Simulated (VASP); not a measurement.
A run of VASP 6.6.1 is set up as follows.

File INCAR:

```
SYSTEM = HfH2
ALGO = Fast
EDIFF = 1E-6
ENCUT = 520
ISIF = 2
ISMEAR = 0
LASPH = .TRUE.
LCHARG = .TRUE.
LELF = .TRUE.
LREAL = .FALSE.
LVHAR = .TRUE.
LWAVE = .FALSE.
NBANDS = 13
NELM = 80
PREC = Accurate
SIGMA = 0.1
```

The input KPOINTS:

```
k-points
0
G
  8 8 8
  0 0 0
```

POSCAR

```
HfH2
1.0
   -1.7390000000      1.7390000000      2.1805000000
    1.7390000000     -1.7390000000      2.1805000000
    1.7390000000      1.7390000000     -2.1805000000
Hf H
1 2
Direct
    0.0000000000      0.0000000000      0.0000000000
    0.7500000000      0.2500000000      0.5000000000
    0.2500000000      0.7500000000      0.5000000000
```

Potentials or basis: VASP PAW LDA potentials, release 64 (Hf_pv, H).

Launch:

```console
$ cat potpaw_LDA.64/Hf_pv/POTCAR potpaw_LDA.64/H/POTCAR > POTCAR
$ mpirun -np 1 vasp_std > vasp.out
```

Problem. What does it give for the band gap on the k mesh?

Solution. None (metal or under the smearing width).

Problem. Estimate the pressure.

Solution. -8.6 GPa.

Stress tensor (GPa, compression positive):
```
-8.25  0.00  0.00
 0.00 -8.25  0.00
 0.00  0.00 -9.25
```

Spin-orbit coupling is left out, which matters for the levels of Hf.
